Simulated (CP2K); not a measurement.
Runs of CP2K 2026.2 on Li2Se. It takes space group Fm-3m (No. 225, cubic). The conventional cell has a = 6.005 Å, b = 6.005 Å, c = 6.005 Å, α = 90.00°, β = 90.00°, γ = 90.00°. Se (site symmetry m-3m) has 8 Li at 2.60 Å as nearest neighbours. Li (site symmetry -43m) is surrounded by 4 Se at 2.60 Å. 

```csv
task,level,potentials or basis,smearing,EPS_DEFAULT,NGRIDS,CUTOFF of the grids,points a segment of the path (NPOINTS),bands added on the path,gap on the mesh (eV),pressure (GPa),V0 of scaled cells (Å³/atom),B0 (GPa)
equation of state,PBEsol,"POTENTIAL_UZH Se GTH-PBE-q6, Li GTH-PBE-q3; TZVP-MOLOPT-PBE-GTH basis",fermi-dirac 0.05 eV,1.0E-9,4,450 Ry,-,-,-,-,17.76,34
band structure,TB-mBJ,"POTENTIAL_UZH Se GTH-PBE-q6, Li GTH-PBE-q3; TZVP-MOLOPT-PBE-GTH basis",fermi-dirac 0.05 eV,1.0E-9,5,675 Ry,8,4,3.77,-,-,-
band structure,PBE,"POTENTIAL_UZH Se GTH-PBE-q6, Li GTH-PBE-q3; TZVP-MOLOPT-PBE-GTH basis",fermi-dirac 0.1 eV,1.0E-9,4,450 Ry,10,6,3.30,(b),-,-
band structure,r2SCAN,"POTENTIAL_UZH Se GTH-SCAN-q6, Li GTH-SCAN-q3; TZVP-MOLOPT-SCAN-GTH basis",fermi-dirac 0.0259 eV,1.0E-9,4,675 Ry,10,4,(a),-0.4,-,-
band structure,LDA,"GTH_POTENTIALS Se GTH-PADE-q6, Li GTH-PADE-q3; TZVP-MOLOPT-PBE-GTH basis",fermi-dirac 0.01 eV,1.0E-9,5,450 Ry,10,6,3.12,-2.5,-,-
single point,PBEsol,"POTENTIAL_UZH Se GTH-PBE-q6, Li GTH-PBE-q3; TZVP-MOLOPT-PBE-GTH basis",fermi-dirac 0.05 eV,1.0E-10,4,450 Ry,-,-,3.13,-0.5,-,-
band structure,TB-mBJ,"POTENTIAL_UZH Se GTH-PBE-q6, Li GTH-PBE-q3; TZVP-MOLOPT-PBE-GTH basis",fermi-dirac 0.1 eV,1.0E-10,5,675 Ry,10,6,3.77,-,-,-
equation of state,PBEsol,"POTENTIAL_UZH Se GTH-PBE-q6, Li GTH-PBE-q3; TZVP-MOLOPT-PBE-GTH basis",fermi-dirac 0.05 eV,1.0E-10,4,450 Ry,-,-,-,-,(c),34
```

Alike in all rows: no spin polarisation; cell as given; k mesh 8 × 8 × 8.

Estimate the missing entries.

(a) 3.97; (b) 0.2; (c) 17.77.

Caveats: the basis of atomic orbitals isn't converged, which shifts pressures, moduli and gaps; the potentials were made for another functional, which shifts forces and pressure (some runs); this is a model potential without an energy functional, so only levels have meaning (some runs).

A k mesh can miss the band edges, and the runs leave out spin-orbit coupling on Se.

Not every run made on this cell is shown here.
